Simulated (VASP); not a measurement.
A run of VASP 6.6.1 is set up as follows.

The input INCAR:

```
PREC = Accurate ; ENCUT = 520
EDIFF = 1E-6 ; ISMEAR = -1
SIGMA = 0.02 ; LREAL = False
LASPH = True ; NELM = 60
ALGO = Normal ; ISIF = 2
LWAVE = False ; LCHARG = False
GGA = PS ; NBANDS = 16
```

The input KPOINTS:

```
Automatic mesh
0
Gamma
  6 6 6
```

POSCAR

```
CdSe
1.0
    0.0000000000      3.0411501084      3.0411501084
    3.0411501084      0.0000000000      3.0411501084
    3.0411501084      3.0411501084      0.0000000000
Cd Se
1 1
Direct
    0.0000000000      0.0000000000      0.0000000000
    0.7500000000      0.7500000000      0.7500000000
```

Potentials or basis: VASP PAW PBE potentials, release 64 (Cd, Se).

Launch:

```sh
$ cat potpaw_PBE.64/Cd/POTCAR potpaw_PBE.64/Se/POTCAR > POTCAR
$ mpirun -np 1 vasp_std > vasp.out
```

Q: Predict the band gap on the k mesh.

A: 0.48 eV, direct.

Q: What does it give for the pressure?

A: 0.3 GPa.

Caveat: the PAW data sets were made with another functional, which shifts forces and pressure a little. A hybrid or GW would open this gap; PBEsol tends to underestimate it.
